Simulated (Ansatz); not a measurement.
The band gap of CsSnI3, sorted by core time

Space group Pm-3m (No. 221). a = 6.206 Å, b = 6.206 Å, c = 6.206 Å, α = 90.00°, β = 90.00°, γ = 90.00°
```json
{"atom": "Cs", "site": "1a", "symmetry": "m-3m", "x": "0.0000", "y": "0.0000", "z": "0.0000"}
{"atom": "I", "site": "3c", "symmetry": "4/mm.m", "x": "0.5000", "y": "0.5000", "z": "0.0000"}
{"atom": "Sn", "site": "1b", "symmetry": "m-3m", "x": "0.5000", "y": "0.5000", "z": "0.5000"}
```

The cell was measured well above room temperature.

```tsv
rung	level	program and potentials	cutoff (eV)	k mesh	smearing	task	spin	core time	chip	band gap (eV)	notes
GGA	PBEsol	Ansatz, Ansatz PAW	420	4 × 4 × 4	fixed	band structure	off	7.3 s	AMD EPYC 7R13 Zen 3	0.26	potentials made for PBE, which Ansatz adapts in part
G0W0	G0W0 on PBE	Ansatz, Ansatz PAW	420	2 × 2 × 2	fixed	G0W0 quasiparticle levels	off	19 s	AMD EPYC 7R13 Zen 3	0.85	coarse mesh; bands, basis or mesh of the many-body step not converged; response cutoff 170 eV, bands 1202
G0W0	G0W0 on HSE06	Ansatz, Ansatz PAW	420	2 × 2 × 2	fixed	G0W0 quasiparticle levels	off	39 s	AMD EPYC 7R13 Zen 3	0.98	coarse mesh; bands, basis or mesh of the many-body step not converged; potentials made for PBE, which Ansatz adapts in part; response cutoff 100 eV, bands 542
hybrid	PBE0	Ansatz, Ansatz PAW	420	4 × 4 × 4	fixed	band structure	off	99 s	AMD EPYC 7R13 Zen 3	1.21	potentials made for PBE, which Ansatz adapts in part
GGA	PBE	Ansatz, Ansatz PAW	420	4 × 4 × 4	fixed	Born charges and dielectric tensor	off	2.5 min	AMD EPYC 7R13 Zen 3	0.31	-
hybrid	HSE06	Ansatz, Ansatz PAW	420	4 × 4 × 4	fermi-dirac 0.05	band structure	off	3.6 min	AMD EPYC 7R13 Zen 3	0.64	potentials made for PBE, which Ansatz adapts in part
LDA	LDA	Ansatz, Ansatz PAW	420	4 × 4 × 4	fermi-dirac 0.05	band structure	SOC, no magnetisation	10 min	Arm Neoverse V2	0.12	potentials made for PBE, which Ansatz adapts in part
GGA	PBE	Ansatz, Ansatz PAW	420	4 × 4 × 4	fermi-dirac 0.05	band structure	SOC, no magnetisation	10 min	Arm Neoverse V2	0.08	-
```

Times are single runs on shared hosts and different chips, so they are rough; meshes, cutoffs and the tasks' sizes weigh on the time. Gaps are the least found on the k mesh or the band path, and a mesh can miss the band edges. Smearing widths are in eV. Meshes differ between rows, which moves values too. All levels ran on this one cell, unrelaxed unless noted. Meshes are those of the run's cell of 5 atoms unless a note names another. Runs on faulty files, with rough fits or with known faults for this quantity aren't shown.

By rung: LDA with SOC 0.12; GGA 0.26 to 0.31; GGA with SOC 0.08; hybrid 0.64 to 1.21; G0W0 on coarse settings 0.85 to 0.98 (eV).
